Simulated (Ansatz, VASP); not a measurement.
**One calculation of GaP, two programs**

The input INCAR:

```
ALGO     = Normal         # electronic algorithm
EDIFF    = 1E-7           # SCF threshold, eV
ENCUT    = 520            # plane-wave cutoff, eV
GGA      = PE             # functional
ISIF     = 2              # what is computed and relaxed
ISMEAR   = -1             # smearing method
LASPH    = T              # aspherical terms in the spheres
LCHARG   = F              # write CHGCAR
LREAL    = F              # projectors in reciprocal space
LWAVE    = F              # write WAVECAR
NBANDS   = 26             # bands
NELM     = 80             # most SCF steps
PREC     = Accurate       # precision mode
SIGMA    = 0.05           # smearing width, eV
```

File KPOINTS:

```
k-points
0
Gamma
  8 8 8
```

Contents of POSCAR:

```
GaP
1.0
    1.9558832007      1.1292296924      6.4733994878
   -1.9558832007      1.1292296924      6.4733994878
    0.0000000000     -2.2584593848      6.4733994878
Ga P
2 2
Direct
    0.5646280000      0.5646280000      0.5646280000
    0.4353720000      0.4353720000      0.4353720000
    0.9426110000      0.9426110000      0.9426110000
    0.0573890000      0.0573890000      0.0573890000
```

The input input.yaml:

```yaml
crystal:
  lattice:
    - [1.9558832007, 1.1292296924, 6.4733994878]
    - [-1.9558832007, 1.1292296924, 6.4733994878]
    - [0.0, -2.2584593848, 6.4733994878]
  atoms:
    - { symbol: Ga, position: [0.564628, 0.564628, 0.564628] }
    - { symbol: Ga, position: [0.435372, 0.435372, 0.435372] }
    - { symbol: P, position: [0.942611, 0.942611, 0.942611] }
    - { symbol: P, position: [0.057389, 0.057389, 0.057389] }
hamiltonian:
  xc: pbe
  pseudopotentials: { kind: paw }
kpoints:
  mp_grid: { grid: [8, 8, 8] }
scf:
  occupations: { method: fermi_dirac, width: 0.05 }
output:
  forces: true
  stress: true
  eigenvalues: true
```

Change from the starting cell: volume scaled by 1.02.

Alike in both runs: task single point; functional PBE; k mesh 8 × 8 × 8; occupations fermi-dirac, width 0.05 eV; no spin polarisation.

|  | VASP | Ansatz |
| --- | --- | --- |
| version | VASP 6.6.1 | Ansatz 0.2.0 |
| potentials or method | VASP PAW PBE potentials, release 64 (Ga_d, P) | Ansatz PAW |
| plane-wave cutoff (eV) | 520 | 420 |
| valence electrons in the cell | 36 | 36 |

|  | VASP | Ansatz | Ansatz less VASP |
| --- | --- | --- | --- |
| gap on the k mesh at the Fermi level (eV) | 0.83 | 0.82 | -0.007 |
| least direct gap on the mesh (eV) | 1.07 | 1.08 | +0.007 |
| pressure (GPa) | -1.3 | -1.3 | +0.02 |
| largest component of the traceless stress (GPa) | 0.10 | 0.03 | -0.066 |
| rms of the force components (eV/Å) | 0.019 | 0.012 | -0.0069 |

Atom by atom the forces differ by 0.016 eV/Å (rms over components).

A k mesh can miss the band edges.
